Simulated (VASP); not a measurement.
I: single point with PBEsol

The system is I.

```
CELL_PARAMETERS angstrom
-2.08938 2.08938 2.08938
2.08938 -2.08938 2.08938
2.08938 2.08938 -2.08938
ATOMIC_POSITIONS crystal
I 0.00000 0.00000 0.00000
```

The real solid is made of molecules; this cell is a model form.

```yaml
Program: VASP 6.6.1
Task: single point
Functional: PBEsol
Potentials_or_basis: VASP PAW PBE potentials, release 64 (I_GW)
Cutoff: 550 eV
k_mesh: 9 × 9 × 9
Occupations: gaussian, width 0.1 eV
Spin: no spin polarisation
Further_INCAR_settings: ALGO = Normal; EDIFF = 1.00e-07
```

- Pressure: -2.6 GPa
- Band gap on the k mesh: none (metal or under the smearing width)

Levels at points of the mesh, in eV from the Fermi level:
```tsv
k point	band 2	band 3	band 4	band 5	band 6	band 7
(0.00, 0.00, 0.00)	0.81	0.81	0.81	6.63	9.91	9.91
```

Run time: 8.6 s on 1 thread of Intel(R) Xeon(R) 6975P-C (Granite Rapids), with other jobs on the host, peak memory 0.15 GiB.

Caveat: the PAW data sets were made with another functional, which shifts forces and pressure a little; an odd number of electrons without spin polarisation forces a metal; a magnetic or distorted state may lie lower. The run has no spin-orbit coupling, so splittings on I are missing.
